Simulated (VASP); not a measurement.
The system is Te.

```
Te
1.0
     4.25656    0.00000    0.00000
    -2.12828    3.68629    0.00000
     0.00000    0.00000    5.88174
Te
3
Direct
  0.28453 0.00000 0.33333
  0.00000 0.28453 0.66667
  0.71547 0.71547 0.00000
```

The cell isn't the ideal one: a relaxed cell with its volume scaled by 0.96.

| Property | Result |
| --- | --- |
| Program | VASP 6.6.1 |
| Task | relaxation of shape and atoms at fixed volume |
| Functional | PBEsol |
| Potentials or basis | VASP PAW PBE potentials, release 64 (Te) |
| Cutoff | 600 eV |
| k mesh | 9 × 9 × 6 |
| Occupations | gaussian, width 0.03 eV |
| Spin | no spin polarisation |

At the start: pressure 2.5 GPa; volume 30.76 Å³/atom.

Question: Where does the relaxation end?

Answer: Over 6 steps the energy falls by 3.7 meV/atom; space group P3_121 (No. 152, to 0.05 Å).

Step by step:
```tsv
step	energy change (eV)	largest force (eV/Å)	pressure (GPa)
1	0.0000	0.1639	2.48
2	-0.0061	0.1127	2.16
3	-0.0105	0.0217	1.55
4	-0.0105	0.0295	1.61
5	-0.0108	0.0204	1.60
6	-0.0110	0.0032	1.59
```

Final structure:
```
CELL_PARAMETERS angstrom
4.22772 0.00000 0.00000
-2.11386 3.66131 0.00000
0.00000 0.00000 5.96224
ATOMIC_POSITIONS crystal
Te 0.29144 0.00000 0.33333
Te 0.00000 0.29144 0.66667
Te 0.70856 0.70856 0.00000
```

Caveat: the PAW data sets were made with another functional, which shifts forces and pressure a little.
